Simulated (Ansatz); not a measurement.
HfS2 (P-3m1) from a database structure, relaxed with r2SCAN+rVV10, was run in the PAW code Ansatz under altered settings. All numbers are computed, without spin polarisation but where a row says otherwise.

```yaml
crystal:
  lattice:
    - [3.63025, 0.00000, 0.00000]
    - [-1.81512, 3.14388, 0.00000]
    - [0.00000, 0.00000, 5.87871]
  atoms:
    - { symbol: Hf, position: [0.00000, 0.00000, 0.00000] }
    - { symbol: S, position: [0.66667, 0.33333, 0.75538] }
    - { symbol: S, position: [0.33333, 0.66667, 0.24462] }
```

The base run's other keys:
```yaml
kpoints:
  mp_grid: { grid: [6, 6, 4] }
hamiltonian:
  xc: r2scan
scf:
  occupations: { method: fixed }
  n_extra_bands: 4
```

It takes 8 iterations with 1737 plane waves at 500 eV and 24 k points, and leaves a mean stress of +1.04 GPa. The gap over this mesh is 1.357 eV. It ran on 4 threads of Intel(R) Xeon(R) Platinum 8559C (Emerald Rapids), with other jobs on the host.

Outcomes, with energy and stress as changes against the base:
```csv
setting,outcome,ΔF (meV/atom),Δ mean stress (GPa),gap on the mesh (eV),iterations,wall time
scf.occupations: cold 0.05,converged,0.0,0.00,1.357,8,1.3 s
scf.occupations: gaussian 0.2,converged,0.0,0.00,1.357,8,1.2 s
scf.occupations: methfessel_paxton 0.001,converged,0.0,0.00,1.357,8,1.2 s
scf.mixing.ndim: 2,converged,0.0,0.00,1.357,13,1.5 s
scf.occupations: gaussian 0.001,converged,0.0,0.00,1.357,8,1.2 s
basis.ecutwfc: 300,"converged, warned",+50,+0.12,1.348,7,0.69 s
scf.occupations: cold 0.001,converged,0.0,0.00,1.357,8,1.1 s
scf.eigensolver.kind: dense,cut off,–,–,–,6,66 s
scf.occupations: cold 0.2,converged,0.0,0.00,1.357,8,1.2 s
scf.mixing.beta: 0.05,converged,0.0,0.00,1.357,9,1.4 s
scf.occupations: gaussian 0.05,converged,0.0,0.00,1.357,8,1.2 s
basis.ecutrho_ratio: 2,"converged, warned",-0.1,+0.01,1.357,8,1.3 s
```
A dash marks a value that wasn't obtained or can't be compared. «Cut off» means the job's short time limit, which needn't be the setting's fault. Stress is positive in compression. The base took 1.2 s.

- basis.ecutwfc: 300. 785 plane waves in place of 1737. The free energy moves by +50 meV an atom, the mean stress by +0.12 GPa and the gap on the mesh by -0.009 eV (to 1.348). The basis is too small: these are errors of the cutoff. Warned: cutoff below recommended.
- scf.eigensolver.kind: dense. The run had no result when its short time limit came, after 6 iterations (the base needs 8).
- basis.ecutrho_ratio: 2. Energy, stress and gap stay within 1 meV an atom, 0.1 GPa and 0.005 eV of the base. The result hardly depends on this setting here. Warned: cutoff below recommended.

Within 1 meV an atom, 0.1 GPa and 0.005 eV of the base stay: scf.occupations: cold 0.05; scf.occupations: gaussian 0.2; scf.occupations: methfessel_paxton 0.001; scf.mixing.ndim: 2; scf.occupations: gaussian 0.001; scf.occupations: cold 0.001; scf.occupations: cold 0.2; scf.mixing.beta: 0.05; scf.occupations: gaussian 0.05; basis.ecutrho_ratio: 2.

No spin-orbit coupling is included; it can move band edges with weight on the heavy atoms by tenths of an eV.
